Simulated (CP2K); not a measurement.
# PbSe (Clausthalite) (Fm-3m) in CP2K: further runs

One crystal, PbSe (Clausthalite), is run at these levels: r2SCAN; tasks: single point, equation of state.

All numbers are computed with CP2K 2026.2; they aren't measurements. Logs are shortened: lines on timing, memory, paths and dates and some standing lists are left out, and cuts for length are marked.

## 1. The crystal as given

It takes space group Fm-3m (No. 225, cubic). The conventional cell has a = 6.121 Å, b = 6.121 Å, c = 6.121 Å, α = 90.00°, β = 90.00°, γ = 90.00°. Pb (site symmetry m-3m) is surrounded by 6 Se at 3.06 Å. Se (site symmetry m-3m) is surrounded by 6 Pb at 3.06 Å.

## 2. Single point, r2SCAN, 28.67 Å³/atom

The input, pbse_eos.inp:

```
&GLOBAL
  PROJECT pbse_eos
  RUN_TYPE ENERGY_FORCE
  PRINT_LEVEL LOW
&END GLOBAL
&FORCE_EVAL
  METHOD QS
  STRESS_TENSOR ANALYTICAL
  &DFT
    BASIS_SET_FILE_NAME BASIS_MOLOPT_UZH
    POTENTIAL_FILE_NAME POTENTIAL_UZH
    &MGRID
      CUTOFF 675
      REL_CUTOFF 60
      NGRIDS 5
    &END MGRID
    &QS
      METHOD GPW
      EPS_DEFAULT 1.0E-9
    &END QS
    &KPOINTS
      SCHEME MONKHORST-PACK 8 8 8
      GAMMA_CENTERED T
      SYMMETRY T
      SYMMETRY_BACKEND SPGLIB
    &END KPOINTS
    &SCF
      SCF_GUESS ATOMIC
      EPS_SCF 1.0E-6
      MAX_SCF 100
      ADDED_MOS 10
      CHOLESKY OFF
      EPS_EIGVAL 1.0E-7
      &DIAGONALIZATION ON
        ALGORITHM STANDARD
      &END DIAGONALIZATION
      &MIXING ON
        METHOD BROYDEN_MIXING
        ALPHA 0.4
        BETA 1.5
        NBUFFER 8
      &END MIXING
      &SMEAR ON
        METHOD FERMI_DIRAC
        ELECTRONIC_TEMPERATURE 580.23
      &END SMEAR
    &END SCF
    &XC
      &XC_FUNCTIONAL
        &MGGA_X_R2SCAN
        &END MGGA_X_R2SCAN
        &MGGA_C_R2SCAN
        &END MGGA_C_R2SCAN
      &END XC_FUNCTIONAL
    &END XC
    &PRINT
      &KPOINTS ON
      &END KPOINTS
      &MULLIKEN ON
      &END MULLIKEN
      &MO ON
        ENERGIES T
        OCCUPATION_NUMBERS T
        &EACH
          QS_SCF 0
        &END EACH
        ADD_LAST NUMERIC
      &END MO
    &END PRINT
  &END DFT
  &SUBSYS
    &CELL
      ABC 4.3284127397 4.3284127396 4.3284127397
      ALPHA_BETA_GAMMA 60.0000000004 60.0000000005 60.0000000003
      PERIODIC XYZ
    &END CELL
    &COORD
      SCALED
      Pb  0.0000000000 0.0000000000 0.0000000000
      Se  0.5000000000 0.5000000000 0.5000000000
    &END COORD
    &KIND Pb
      BASIS_SET TZVP-MOLOPT-SCAN-GTH-q4
      POTENTIAL GTH-SCAN-q4
    &END KIND
    &KIND Se
      BASIS_SET TZVP-MOLOPT-SCAN-GTH-q6
      POTENTIAL GTH-SCAN-q6
    &END KIND
    &PRINT
      &ATOMIC_COORDINATES ON
      &END ATOMIC_COORDINATES
      &CELL ON
      &END CELL
      &SYMMETRY ON
      &END SYMMETRY
    &END PRINT
  &END SUBSYS
  &PRINT
    &FORCES ON
    &END FORCES
    &STRESS_TENSOR ON
    &END STRESS_TENSOR
  &END PRINT
&END FORCE_EVAL
```

Potentials or basis: POTENTIAL_UZH Pb GTH-SCAN-q4, Se GTH-SCAN-q6; TZVP-MOLOPT-SCAN-GTH basis.

Started as:

```sh
OMP_NUM_THREADS=1 cp2k.psmp -i pbse_eos.inp -o pbse_eos.out
```

pbse_eos.out:

```text

 CP2K| version string:                                       CP2K version 2026.2
 CP2K| Input file name                                              pbse_eos.inp

 GLOBAL| Force Environment number                                              1
 GLOBAL| Basis set file name                                    BASIS_MOLOPT_UZH
 GLOBAL| Potential file name                                       POTENTIAL_UZH
 GLOBAL| MM Potential file name                                     MM_POTENTIAL
 GLOBAL| Coordinate file name                                      __STD_INPUT__
 GLOBAL| Method name                                                        CP2K
 GLOBAL| Project name                                                   pbse_eos
 GLOBAL| Run type                                                   ENERGY_FORCE
 GLOBAL| FFT library                                                       FFTW3
[... 6 lines left out ...]
 GLOBAL| Total number of message passing processes                             1
 GLOBAL| Number of threads for this process                                    1
 GLOBAL| CPU model name           Intel(R) Xeon(R) Platinum 8259CL CPU @ 2.50GHz

 CELL| Volume [angstrom^3]:                                            57.341758
 CELL| Vector a [angstrom]:       4.328     0.000     0.000   |a| =     4.328413
 CELL| Vector b [angstrom]:       2.164     3.749     0.000   |b| =     4.328413
 CELL| Vector c [angstrom]:       2.164     1.250     3.534   |c| =     4.328413
 CELL| Angle (b,c), alpha [degree]:                                    60.000000
 CELL| Angle (a,c), beta  [degree]:                                    60.000000
 CELL| Angle (a,b), gamma [degree]:                                    60.000000
 CELL| Numerically orthorhombic:                                              NO
 CELL| Periodicity                                                           XYZ

 CELL_REF| Volume [angstrom^3]:                                        57.341758
 CELL_REF| Vector a [angstrom     4.328     0.000     0.000   |a| =     4.328413
 CELL_REF| Vector b [angstrom     2.164     3.749     0.000   |b| =     4.328413
 CELL_REF| Vector c [angstrom     2.164     1.250     3.534   |c| =     4.328413
 CELL_REF| Angle (b,c), alpha [degree]:                                60.000000
 CELL_REF| Angle (a,c), beta  [degree]:                                60.000000
 CELL_REF| Angle (a,b), gamma [degree]:                                60.000000
 CELL_REF| Numerically orthorhombic:                                          NO
 CELL_REF| Periodicity                                                       XYZ
[... 9 lines left out ...]
 TOTAL NUMBERS AND MAXIMUM NUMBERS

  Total number of            - Atomic kinds:                                   2
                             - Atoms:                                          2
                             - Shell sets:                                     2
                             - Shells:                                        14
                             - Primitive Cartesian functions:                  8
                             - Cartesian basis functions:                     36
                             - Spherical basis functions:                     34

  Maximum angular momentum of- Orbital basis functions:                        2
                             - Local part of the GTH pseudopotential:          0
                             - Non-local part of the GTH pseudopotential:      4

 MODULE QUICKSTEP: ATOMIC COORDINATES IN ANGSTROM

   Atom Kind Element         X             Y             Z       Z(eff)     Mass
      1    1 Pb   82      0.000000      0.000000      0.000000   4.0000 207.2000
      2    2 Se   34      4.328413      2.499010      1.767067   6.0000  78.9600

 Crystal Symmetry Information
       International Symbol:                                               Fm-3m
       Point Group Symbol:                                                  m-3m
       Schoenflies Symbol:                                                  Oh^5
       Number of Symmetry Operations:                                         48

 SCF PARAMETERS         Density guess:                                    ATOMIC
                        --------------------------------------------------------
                        max_scf:                                             100
[... 7 lines left out ...]
                        --------------------------------------------------------
                        level_shift [a.u.]:                             0.000000
                        added MOs                                        10    0
                        --------------------------------------------------------
[... 22 lines left out ...]
 BRILLOUIN| Number           Weight            X              Y              Z
 BRILLOUIN|     1           0.01562       -0.37500       -0.37500       -0.37500
[... 29 lines left out ...]
     7 Broy./Diag. 0.40E+00    4.0     0.00234662       -13.1249447687  9.05E-03
     8 Broy./Diag. 0.40E+00    3.9     0.00093329       -13.1257553061 -8.11E-04
     9 Broy./Diag. 0.40E+00    5.2     0.00014853       -13.1265589057 -8.04E-04
    10 Broy./Diag. 0.40E+00    5.1     0.00012214       -13.1265524661  6.44E-06
    11 Broy./Diag. 0.40E+00    3.3     0.00003980       -13.1263493572  2.03E-04
    12 Broy./Diag. 0.40E+00    3.0     0.00004107       -13.1263626832 -1.33E-05
    13 Broy./Diag. 0.40E+00    3.2     0.00000068       -13.1263521505  1.05E-05

  *** SCF run converged in    13 steps ***

  Electronic density on regular grids:         -9.9999999995        0.0000000005
  Core density on regular grids:                9.9999999708       -0.0000000292
  Total charge density on r-space grids:       -0.0000000287
  Total charge density g-space grids:          -0.0000000287

  Overlap energy of the core charge distribution:               0.00000000001225
  Self energy of the core charge distribution:                -27.73187234640897
  Core Hamiltonian energy:                                      5.96970214912762
  Hartree energy:                                              11.71444948235664
  Exchange-correlation energy:                                 -3.07862443781134
  Electronic entropic energy:                                  -0.00000699761169
  Fermi energy:                                                 0.14516542900468

  Total energy:                                               -13.12635215048587
  Total energy (extrapolated to T->0):                        -13.12634865168003

 MO| EIGENVALUES AND OCCUPATION NUMBERS FOR K POINT 1
 MO|
 MO|  Index      Eigenvalue [a.u.]        Eigenvalue [eV]             Occupation
 MO|      1              -0.352800              -9.600164               2.000000
 MO|      2              -0.187631              -5.105709               2.000000
 MO|      3               0.072593               1.975344               2.000000
 MO|      4               0.072593               1.975347               2.000000
 MO|      5               0.118640               3.228352               1.999999
 MO|      6               0.179400               4.881718               0.000000
 MO|      7               0.210123               5.717744               0.000000
 MO|      8               0.210123               5.717749               0.000000
 MO|      9               0.468536              12.749523               0.000000
 MO|     10               0.544109              14.805946               0.000000
 MO|     11               0.544110              14.805985               0.000000
 MO|     12               0.616551              16.777219               0.000000
 MO|     13               0.733418              19.957325               0.000000
[... 269 lines left out ...]
 MO|      4               0.037651               1.024541               2.000000
 MO|      5               0.094787               2.579278               2.000000
 MO|      6               0.202584               5.512590               0.000000
 MO|      7               0.253329               6.893435               0.000000
 MO|      8               0.303861               8.268470               0.000000
 MO|      9               0.419577              11.417270               0.000000
 MO|     10               0.555069              15.104207               0.000000
 MO|     11               0.586442              15.957885               0.000000
 MO|     12               0.630960              17.169288               0.000000
 MO|     13               0.662640              18.031339               0.000000
 MO|     14               0.770015              20.953177               0.000000
 MO|     15               0.777189              21.148395               0.000000
 MO| Sum:                                                              10.000000
 MO| E(Fermi):            0.145165 a.u.          3.950152 eV

 [... the levels of further k-points ...]

 !-----------------------------------------------------------------------------!
                     Mulliken Population Analysis

 #  Atom  Element  Kind  Atomic population                           Net charge
       1     Pb       1          3.351864                              0.648136
       2     Se       2          6.648136                             -0.648136
 # Total charge                             10.000000                 -0.000000

 !-----------------------------------------------------------------------------!

 ENERGY| Total FORCE_EVAL ( QS ) energy [hartree]            -13.126352525603457

 FORCES| Atomic forces [hartree/bohr]
 FORCES|   Atom     x               y               z               |f|
 FORCES|      1 -3.40548759E-16  8.78080305E-16 -9.21311188E-16   1.31750248E-15
 FORCES|      2 -1.58484753E-13 -1.14668229E-14  2.47010179E-15   1.58918238E-13
 FORCES| Sum    -1.58825302E-13 -1.05887426E-14  1.54879060E-15
 FORCES| Total atomic force                                       1.59185417E-13

 STRESS| Analytical stress tensor [bar]
 STRESS|                        x                   y                   z
 STRESS|      x        5.25856894452E+02  -1.35996861712E-02   2.59353277181E-02
 STRESS|      y       -1.35996861712E-02   5.25818181362E+02   3.53121306552E-01
 STRESS|      z        2.59353277181E-02   3.53121306552E-01   5.26229991641E+02
 STRESS| 1/3 Trace                                             5.25968355819E+02
 STRESS| Determinant                                           1.45505218805E+08

 STRESS| Eigenvectors and eigenvalues of the analytical stress tensor [bar]
 STRESS|                        1                   2                   3
 STRESS| Eigenvalues   5.25612813154E+02   5.25858970463E+02   5.26433283839E+02
 STRESS|      x           0.100851338112      0.994527210642      0.027287999068
 STRESS|      y           0.861713643903     -0.101026435414      0.497235613426
 STRESS|      z          -0.497271156928      0.026632435860      0.867186317839
```

It took 56 s on 1 thread of Intel Xeon Platinum 8259CL at 2.50GHz (Skylake/Cascade Lake), shared host; peak memory 0.45 GiB.

What came out:

| Quantity | Value |
| --- | --- |
| Free energy | -357.1862 eV |
| Pressure | 0.1 GPa |
| Band gap on the k mesh | 0.36 eV, direct |
| Mulliken charges | Pb +0.65; Se -0.65 e |

Caveat: Mulliken charges move with the basis; spin-orbit coupling is left out, which as a rule narrows the gap of such compounds by several tenths of an eV; the basis of atomic orbitals isn't converged, which shifts pressures, moduli and gaps.

## 3. Single point, r2SCAN, 28.10 Å³/atom (volume scaled by 0.98)

pbse_eos.inp: that of step 2 with these lines changed.

```diff
@@ -11,2 +11,3 @@
     POTENTIAL_FILE_NAME POTENTIAL_UZH
+    WFN_RESTART_FILE_NAME previous-RESTART.kp
     &MGRID
@@ -27,3 +28,3 @@
     &SCF
-      SCF_GUESS ATOMIC
+      SCF_GUESS RESTART
       EPS_SCF 1.0E-6
@@ -72,4 +73,4 @@
     &CELL
-      ABC 4.3284127397 4.3284127396 4.3284127397
-      ALPHA_BETA_GAMMA 60.0000000004 60.0000000005 60.0000000003
+      ABC 4.2993621145 4.2993621144 4.2993621144
+      ALPHA_BETA_GAMMA 60.0000000006 60.0000000000 59.9999999997
       PERIODIC XYZ
```

Potentials or basis: POTENTIAL_UZH Pb GTH-SCAN-q4, Se GTH-SCAN-q6; TZVP-MOLOPT-SCAN-GTH basis.

Started as:

```sh
OMP_NUM_THREADS=1 cp2k.psmp -i pbse_eos.inp -o pbse_eos.out
```

Run time: 64 s. Hardware: 1 thread of Intel Xeon Platinum 8259CL at 2.50GHz (Skylake/Cascade Lake), shared host; peak memory 0.44 GiB.

It converged, with:

* Free energy: -357.1820 eV
* Pressure: 1.1 GPa
* Band gap on the k mesh: 0.29 eV, direct
* Mulliken charges: Pb +0.64; Se -0.64 e

Caveat: Mulliken charges move with the basis; spin-orbit coupling is left out, which as a rule narrows the gap of such compounds by several tenths of an eV; the basis of atomic orbitals isn't converged, which shifts pressures, moduli and gaps.

## 4. Single point, r2SCAN, 29.24 Å³/atom (volume scaled by 1.02)

pbse_eos.inp: that of step 3 with these lines changed.

```diff
@@ -73,4 +73,4 @@
     &CELL
-      ABC 4.2993621145 4.2993621144 4.2993621144
-      ALPHA_BETA_GAMMA 60.0000000006 60.0000000000 59.9999999997
+      ABC 4.3570785601 4.3570785600 4.3570785601
+      ALPHA_BETA_GAMMA 60.0000000003 60.0000000009 60.0000000004
       PERIODIC XYZ
```

Started as:

```sh
OMP_NUM_THREADS=1 cp2k.psmp -i pbse_eos.inp -o pbse_eos.out
```

Wall time 75 s (1 thread of Intel Xeon Platinum 8259CL at 2.50GHz (Skylake/Cascade Lake), shared host); peak memory 0.45 GiB.

The run converged. Its results:

* Free energy: -357.1830 eV
* Pressure: -0.9 GPa
* Band gap on the k mesh: 0.43 eV, direct
* Mulliken charges: Pb +0.65; Se -0.65 e

Caveat: Mulliken charges move with the basis; spin-orbit coupling is left out, which as a rule narrows the gap of such compounds by several tenths of an eV; the basis of atomic orbitals isn't converged, which shifts pressures, moduli and gaps.

## 5. Single point, r2SCAN, 27.52 Å³/atom (volume scaled by 0.96)

pbse_eos.inp: that of step 4 with these lines changed.

```diff
@@ -73,4 +73,4 @@
     &CELL
-      ABC 4.3570785601 4.3570785600 4.3570785601
-      ALPHA_BETA_GAMMA 60.0000000003 60.0000000009 60.0000000004
+      ABC 4.2699135045 4.2699135044 4.2699135045
+      ALPHA_BETA_GAMMA 60.0000000006 60.0000000007 60.0000000002
       PERIODIC XYZ
```

Started as:

```sh
OMP_NUM_THREADS=1 cp2k.psmp -i pbse_eos.inp -o pbse_eos.out
```

Run time: 52 s. Hardware: 1 thread of Intel Xeon Platinum 8259CL at 2.50GHz (Skylake/Cascade Lake), shared host; peak memory 0.44 GiB.

It converged, with:

| Quantity | Value |
| --- | --- |
| Free energy | -357.1695 eV |
| Pressure | 2.4 GPa |
| Band gap on the k mesh | 0.22 eV, direct |
| Mulliken charges | Pb +0.64; Se -0.64 e |

Caveat: Mulliken charges move with the basis; spin-orbit coupling is left out, which as a rule narrows the gap of such compounds by several tenths of an eV; the basis of atomic orbitals isn't converged, which shifts pressures, moduli and gaps.

## 6. Single point, r2SCAN, 29.82 Å³/atom (volume scaled by 1.04)

pbse_eos.inp: that of step 5 with these lines changed.

```diff
@@ -73,4 +73,4 @@
     &CELL
-      ABC 4.2699135045 4.2699135044 4.2699135045
-      ALPHA_BETA_GAMMA 60.0000000006 60.0000000007 60.0000000002
+      ABC 4.3853720708 4.3853720708 4.3853720708
+      ALPHA_BETA_GAMMA 59.9999999999 60.0000000000 60.0000000003
       PERIODIC XYZ
```

Potentials or basis: POTENTIAL_UZH Pb GTH-SCAN-q4, Se GTH-SCAN-q6; TZVP-MOLOPT-SCAN-GTH basis.

Started as:

```sh
OMP_NUM_THREADS=1 cp2k.psmp -i pbse_eos.inp -o pbse_eos.out
```

Wall time 58 s (1 thread of Intel Xeon Platinum 8259CL at 2.50GHz (Skylake/Cascade Lake), shared host); peak memory 0.44 GiB.

It converged, with:

| Property | Result |
| --- | --- |
| Free energy | -357.1731 eV |
| Pressure | -1.8 GPa |
| Band gap on the k mesh | 0.49 eV, direct |
| Mulliken charges | Pb +0.66; Se -0.66 e |

Caveat: Mulliken charges move with the basis; spin-orbit coupling is left out, which as a rule narrows the gap of such compounds by several tenths of an eV; the basis of atomic orbitals isn't converged, which shifts pressures, moduli and gaps.

## 7. Single point, r2SCAN, 26.95 Å³/atom (volume scaled by 0.94)

pbse_eos.inp: that of step 6 with these lines changed.

```diff
@@ -73,4 +73,4 @@
     &CELL
-      ABC 4.3853720708 4.3853720708 4.3853720708
-      ALPHA_BETA_GAMMA 59.9999999999 60.0000000000 60.0000000003
+      ABC 4.2400529926 4.2400529925 4.2400529925
+      ALPHA_BETA_GAMMA 60.0000000008 60.0000000010 60.0000000006
       PERIODIC XYZ
```

Started as:

```sh
OMP_NUM_THREADS=1 cp2k.psmp -i pbse_eos.inp -o pbse_eos.out
```

Run time: 81 s. Hardware: 1 thread of Intel Xeon Platinum 8259CL at 2.50GHz (Skylake/Cascade Lake), shared host; peak memory 0.44 GiB.

Results (log left out):

- Free energy: -357.1479 eV
- Pressure: 3.7 GPa
- Band gap on the k mesh: 0.13 eV, direct
- Mulliken charges: Pb +0.63; Se -0.63 e

Caveat: Mulliken charges move with the basis; spin-orbit coupling is left out, which as a rule narrows the gap of such compounds by several tenths of an eV; the basis of atomic orbitals isn't converged, which shifts pressures, moduli and gaps.

## 8. Single point, r2SCAN, 30.39 Å³/atom (volume scaled by 1.06)

pbse_eos.inp: that of step 7 with these lines changed.

```diff
@@ -73,4 +73,4 @@
     &CELL
-      ABC 4.2400529926 4.2400529925 4.2400529925
-      ALPHA_BETA_GAMMA 60.0000000008 60.0000000010 60.0000000006
+      ABC 4.4133051301 4.4133051301 4.4133051300
+      ALPHA_BETA_GAMMA 60.0000000007 60.0000000004 60.0000000004
       PERIODIC XYZ
```

Started as:

```sh
OMP_NUM_THREADS=1 cp2k.psmp -i pbse_eos.inp -o pbse_eos.out
```

It took 63 s on 1 thread of Intel Xeon Platinum 8259CL at 2.50GHz (Skylake/Cascade Lake), shared host; peak memory 0.45 GiB.

Results (log left out):

```yaml
Free_energy: -357.1573 eV
Pressure: -2.6 GPa
Band_gap_on_the_k_mesh: 0.54 eV, direct
Mulliken_charges: Pb +0.66; Se -0.66 e
```

Caveat: Mulliken charges move with the basis; spin-orbit coupling is left out, which as a rule narrows the gap of such compounds by several tenths of an eV; the basis of atomic orbitals isn't converged, which shifts pressures, moduli and gaps.

## 9. Equation of state, r2SCAN

Potentials or basis: POTENTIAL_UZH Pb GTH-SCAN-q4, Se GTH-SCAN-q6; TZVP-MOLOPT-SCAN-GTH basis.

This step only gathers the single runs of the series.

What came out:

```
Equilibrium volume                      : 28.70 Å³/atom
Bulk modulus                            : 52 GPa
Pressure derivative of the bulk modulus : 4.3
```

Energy against volume, from the lowest point:
| volume (Å³/atom) | energy (meV/atom) |
| --- | --- |
| 26.951 | 19.17 |
| 27.524 | 8.35 |
| 28.097 | 2.11 |
| 28.671 | 0.00 |
| 29.244 | 1.61 |
| 29.818 | 6.54 |
| 30.391 | 14.48 |

Caveat: the basis of atomic orbitals isn't converged, which shifts pressures, moduli and gaps. The run has no spin-orbit coupling, so splittings on Pb are missing.
